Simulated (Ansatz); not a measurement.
# MoSe2: energy along a strain

MoSe2, P6_3/mmc, a = 3.276 Å, c = 12.732 Å. Ansatz: PBE+D3(BJ), PAW, 420 eV, Γ-centred 12×12×2 mesh on 6 atoms, Gaussian smearing 0.05 eV; no spin polarisation. Cell vectors (Å): 3.276 0.000 0.000; -1.638 2.837 0.000; 0.000 0.000 12.732. The cell is strained by x per cent times the pattern (1 1 0 0 0 0) in the order xx yy zz yz xz xy (engineering shears), with fractional coordinates held. y is the free energy over the start, V0 = 19.725 Å³/atom.

| x (%) | y (meV/atom) |
| --- | --- |
| -4.00 | 62.26 |
| -3.00 | 34.19 |
| -2.00 | 14.88 |
| -1.00 | 3.69 |
| 0.00 | 0.00 |
| 1.00 | ? |
| 2.00 | 12.99 |
| 3.00 | 28.66 |
| 3.50 | 38.59 |
| 4.00 | 49.83 |

Question: Fit y = c1 x + c2 x² + c3 x³ to the other rows, get the stiffness along the pattern, and predict the missing energy.

Answer: Least squares on the rows shown. y = −0.11053 x + 3.4991 x² − 0.090267 x³. The clamped-ion stiffness p·C·p = 2 × 34.99 eV × 160.2 / 19.725 Å³ = 568 GPa; c1 is there for the stress left in the start, which by itself gives a slope of -0.11 meV/atom per %. At x = 1.00 the fit asked for gives 3.30 meV/atom. The run gave 3.28 meV/atom, so the fit is 0.02 meV/atom too high, within the rms miss on the fitted rows (0.05 meV/atom).

Cost: 10 runs of about 0.62 core-minutes in all, on AMD EPYC 9R45 (Zen 5) (shared hosts).